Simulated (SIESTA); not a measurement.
# Cr: relaxation of cell and atoms with PBEsol

The system is Cr.

```
Cr
1.0
    -1.48445    1.48445    1.48445
     1.48445   -1.48445    1.48445
     1.48445    1.48445   -1.48445
Cr
1
Direct
  0.00000 0.00000 0.00000
```

| Quantity | Value |
| --- | --- |
| Program | SIESTA 5.4.2 |
| Task | relaxation of cell and atoms |
| Functional | PBEsol |
| Potentials or basis | PseudoDojo 0.4 standard (PBEsol files) |
| Basis | DZP (energy shift 0.003 Ry; two zetas on semicore shells) |
| Grid cutoff | 800 Ry |
| Energy shift | 0.003 Ry |
| k mesh | 9 × 9 × 9 |
| Occupations | fermi-dirac, width 0.05 eV |
| Spin | collinear spin, ferromagnetic start |
| Starting moments | [3.0] μB |
| Target pressure | 5 GPa |
| optimiser | Broyden |
| force tolerance | 0.01 eV/Å |

```json
{"Relaxed volume": "10.98 Å³/atom", "Relaxed cell": "a = 2.425 Å, b = 2.425 Å, c = 2.425 Å, α = 109.47°, β = 109.47°, γ = 109.47°", "Space group after relaxing (to 0.05 Å)": "Im-3m (No. 229)", "Energy change on relaxing (the enthalpy is what falls)": "-229.8 meV/atom", "Ionic steps": "9", "Pressure after relaxing": "5.0 GPa", "Band gap on the k mesh": "none (metal or under the smearing width)", "Net moment": "0.00 μB per cell"}
```

Step by step:
| step | energy change (eV) | largest force (eV/Å) | pressure (GPa) | volume (Å³) |
| --- | --- | --- | --- | --- |
| 1 | 0.0000 | 0.0000 | -33.43 | 13.08 |
| 2 | -0.0207 | 0.0000 | -32.28 | 12.98 |
| 3 | -0.1988 | 0.0000 | 18.48 | 10.55 |
| 4 | -0.2306 | 0.0000 | -4.25 | 11.32 |
| 5 | -0.2199 | 0.0000 | 10.88 | 10.78 |
| 6 | -0.2322 | 0.0000 | 2.05 | 11.08 |
| 7 | -0.2284 | 0.0000 | 6.28 | 10.94 |
| 8 | -0.2304 | 0.0000 | 4.56 | 11.00 |
| 9 | -0.2298 | 0.0000 | 5.04 | 10.98 |

Final structure:
```cif
data_structure
_symmetry_space_group_name_H-M 'P 1'
_symmetry_Int_Tables_number 1
_cell_length_a 2.4250
_cell_length_b 2.4250
_cell_length_c 2.4250
_cell_angle_alpha 109.472
_cell_angle_beta 109.472
_cell_angle_gamma 109.472
_cell_volume 10.98
loop_
_atom_site_label
_atom_site_type_symbol
_atom_site_fract_x
_atom_site_fract_y
_atom_site_fract_z
_atom_site_occupancy
Cr1 Cr 0.00000 0.00000 0.00000 1
```

Wall time 14 min on 1 thread of AMD EPYC 7R43 64-Core Processor (Zen 3), on a shared host, peak memory 0.31 GiB.

Caveat: the starting moments collapsed, and a magnetic state may lie lower; the volume moved by over 15 % at a fixed basis, so the end points are rough; the basis of atomic orbitals isn't converged, which shifts pressures, moduli and gaps.
